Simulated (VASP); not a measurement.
The system is KF (Carobbiite).

```
CELL_PARAMETERS angstrom
0.00000 2.67185 2.67185
2.67185 0.00000 2.67185
2.67185 2.67185 0.00000
ATOMIC_POSITIONS crystal
K 0.00000 0.00000 0.00000
F 0.50000 0.50000 0.50000
```

Base run:

- Program: VASP 6.6.1
- Functional: PBE
- Potentials or basis: VASP PAW PBE potentials, release 64 (K_sv, F)
- Cutoff: 520 eV
- k mesh: 9 × 9 × 9
- Occupations: gaussian, width 0.02 eV
- Spin: no spin polarisation

Its results: band gap on the k mesh 6.17 eV, direct; pressure 1.4 GPa.

Question: The run is repeated on the same cell with these changes: potentials or basis from VASP PAW PBE potentials, release 64 (K_sv, F) to VASP PAW PBE potentials, release 64 (K_pv, F); cutoff from 520 eV to 500 eV; further incar settings from ALGO = Normal; EDIFF = 1.00e-07; NBANDS = 15 to ALGO = Normal; EDIFF = 1.00e-06; NBANDS = 14; valence electrons from 16 to 14. What comes out?

Answer: Band gap on the k mesh 6.14 eV, direct; pressure 2.3 GPa.

Caveats: an odd mesh through Γ misses points on the zone boundary, where band edges often lie.
